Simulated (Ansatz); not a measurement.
Crystal: CrO2.

```
Cr O
1.0
     4.42100    0.00000    0.00000
     0.00000    4.42100    0.00000
     0.00000    0.00000    2.91700
Cr O
2 4
Cartesian
  2.2105 2.2105 1.4585
  0.0000 0.0000 0.0000
  3.5412 0.8798 1.4585
  3.0903 3.0903 0.0000
  0.8798 3.5412 1.4585
  1.3307 1.3307 0.0000
```

```yaml
Program: Ansatz 0.2.0
Task: single point
Functional: PBEsol
Potentials_or_basis: Ansatz PAW
Cutoff: "420 eV (not typed: the program's choice for these potentials)"
k_mesh: 6 × 6 × 9
Occupations: fermi-dirac, width 0.05 eV
Spin: collinear spin, ferromagnetic start
Starting_moments: "[3.0, 3.0, 0.0, 0.0, 0.0, 0.0] μB"
```

On this cell: pressure -6.4 GPa; largest force 0.342 eV/Å; net moment 4.00 μB per cell; site moments Cr +1.71; O -0.06 μB; band gap on the k mesh none (metal or under the smearing width).

The same run follows on a disturbed copy (atoms moved at random, drawn with an rms of 0.05 Å):

```
Cr O
1.0
     4.42100    0.00000    0.00000
     0.00000    4.42100    0.00000
     0.00000    0.00000    2.91700
Cr O
2 4
Direct
  0.49544 0.49776 0.50223
  0.99932 0.00884 0.01282
  0.80093 0.20267 0.50537
  0.70796 0.70041 0.99434
  0.20488 0.81054 0.51589
  0.29761 0.31288 0.99546
```

Q: What does the disturbed cell give?

A: The energy (extrapolated to zero smearing) moves by +9.5 meV/atom; pressure -6.2 GPa; largest force 1.133 eV/Å; net moment 4.00 μB per cell; site moments Cr +1.71, +1.70; O -0.06 μB; band gap on the k mesh none (metal or under the smearing width).

Forces in eV/Å, atoms in the order of the input:
```
Cr   0.574  0.956 -0.201
Cr   0.004 -0.648 -0.154
O    0.092 -0.235 -0.027
O   -0.543 -0.328  0.376
O   -0.294  0.304 -0.400
O    0.167 -0.049  0.405
```

Stress tensor (GPa, compression positive):
```
-6.11  0.06 -0.53
 0.06 -4.91  0.16
-0.53  0.16 -7.71
```

Caveats: semilocal functionals often make such compounds metallic where correlation or magnetic order opens a gap, which also shifts bond lengths; only a ferromagnetic start was run, and an antiferromagnetic order may lie lower in energy; the PAW data sets come from PBE, with cores solved anew for the run's functional, which leaves a small shift of forces and pressure.
